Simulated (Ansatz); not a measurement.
**MnO in Ansatz: the effect of functional**

MnO:

```
CELL_PARAMETERS angstrom
3.01039 -1.73958 0.00000
3.01039 1.73958 0.00000
-2.01075 0.00000 2.84729
ATOMIC_POSITIONS crystal
Mn 0.50020 0.50020 0.50067
O 0.74980 0.74980 0.24934
```

The cell comes from a database or a generator and needn't be the stable form of this composition.

The cell isn't the ideal one: volume scaled by 1.04.

Alike in all runs:

```yaml
Program: Ansatz 0.2.0
Task: single point
Potentials_or_basis: Ansatz PAW
k_mesh: 9 × 9 × 9
Occupations: fermi-dirac, width 0.05 eV
Spin: collinear spin, ferromagnetic start
Starting_moments: "[4.0, 0.0] μB"
```

```csv
functional,cutoff,pressure (GPa)
LDA,420 eV (not typed: the program's choice for these potentials),-15.6
PBEsol,420 eV (not typed: the program's choice for these potentials),-11.6
r2SCAN,500 eV (not typed: the program's choice for these potentials),?
```

Problem. What does the run with functional r2SCAN give?

Solution. Pressure -9.9 GPa.

Caveats: a cell with one magnetic atom can't hold antiferromagnetic order, which such compounds often take; the PAW data sets come from PBE, with cores solved anew for the run's functional, which leaves a small shift of forces and pressure; the magnetic or orbital state may not be the lowest (some runs).
